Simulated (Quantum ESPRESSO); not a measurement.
## Ni under changes of volume

One of the cells (10.492 Å³/atom); the others are scaled copies at fixed shape and fractional positions:

```xyz
1
Lattice="0.0000 1.7376 1.7376 1.7376 0.0000 1.7376 1.7376 1.7376 0.0000" Properties=species:S:1:pos:R:3 pbc="T T T"
Ni    0.0000    0.0000    0.0000
```

```yaml
Program: Quantum ESPRESSO 7.5
Functional: rev-vdW-DF2
Potentials_or_basis: PseudoDojo 0.4.1 SR PBE standard
Cutoff: 1333 eV
Density_cutoff: 5333 eV
k_mesh: 13 × 13 × 13
Occupations: fermi-dirac, width 0.05 eV
Spin: collinear spin, ferromagnetic start
Starting_moments: "[1.0] μB"
```

```tsv
volume (Å³/atom)	energy over the lowest point (meV/atom)	pressure (GPa)
9.862	35.32	17.6
10.072	?	?
10.282	4.92	6.3
10.492	0.00	1.5
10.702	0.94	-2.7
10.912	7.09	-6.4
11.122	17.87	-9.8
```

Question: What does the run at 10.072 Å³/atom give?

Answer: Energy over the lowest point 16.42 meV/atom; pressure 11.6 GPa.

Worked out: A Birch-Murnaghan fit of order 3 (a polynomial in V^(-2/3)) to the other rows has its minimum at 10.56 Å³/atom with B0 = V·E''(V) = 216 GPa and B' = 4.9. It gives 16.42 meV/atom at 10.072 Å³/atom, against the run's 16.42, and -dE/dV = 11.5 GPa, against 11.6.

Energies are extrapolated to zero smearing.

Caveats: the potentials were made for another functional, which shifts forces and pressure.
